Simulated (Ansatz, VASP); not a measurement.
## One calculation of KF, two programs

```
CELL_PARAMETERS angstrom
0.00000 2.93540 2.93540
2.93540 0.00000 2.93540
2.93540 2.93540 0.00000
ATOMIC_POSITIONS crystal
K 0.00000 0.00000 0.00000
F 0.25000 0.25000 0.25000
```

The cell was built by a generator and needn't be a form met in nature.

Alike in both runs: task single point; functional PBE; k mesh 6 × 6 × 6; no spin polarisation.

|  | VASP | Ansatz |
| --- | --- | --- |
| version | VASP 6.6.1 | Ansatz 0.2.0 |
| potentials or method | VASP PAW PBE potentials, release 64 (K_sv, F) | plane waves, PAW |
| plane-wave cutoff (eV) | 520 | 420 |
| occupations | gaussian, width 0.01 eV | fixed |
| valence electrons in the cell | 16 | 16 |

```tsv
	VASP	Ansatz	Ansatz less VASP
gap on the k mesh at the Fermi level (eV)	5.16	5.17	+0.011
pressure (GPa)	0.9	0.9	-0.03
```

A k mesh can miss the band edges.
